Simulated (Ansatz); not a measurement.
MgO₂ (R-3m) from a database of computed structures, relaxed with r2SCAN: the symmetry is R-3m (No. 166, trigonal); conventional cell a = 3.157 Å, c = 10.386 Å, 9.96 Å³ an atom. Mg has 6 O at 2.08 Å; O has 1 O at 1.47 Å and 3 Mg at 2.08 Å. One-shot G0W0@r2SCAN in Ansatz on a 6×6×6 mesh (contour deformation, no spin-orbit coupling), from an r2SCAN gap of 3.160 eV over the mesh points (the G0W0 gap is direct on the mesh); the number N of bands summed and the screening cutoff rise together. The values are computed, spin-unpolarised, and not measurements.

| N | cutoff (eV) | 1000/N | G0W0 gap (eV) |
| --- | --- | --- | --- |
| 59 | 80 | 16.949 | 6.007 |
| 123 | 140 | 8.130 | 6.062 |

**Lay a straight line in 1000/N through these rows.** The slope is -0.0062 eV per unit of 1000/N and the intercept 6.113 eV.

**Predict the gap at N = 217 (210 eV).** 6.113 + (-0.0062) × 4.608 = 6.084 eV; the run gives 6.129 eV, +0.045 eV from the line.

**With that run's result added, what limit do the last two rows suggest?** Their slope is (6.129 − 6.062)/(4.608 − 8.130) = -0.0190, which meets 1/N = 0 at 6.22 eV, against 6.113 eV from the first line. The slope steepens, so 1/N isn't yet asymptotic and the true limit probably lies higher still; the k mesh isn't extrapolated.
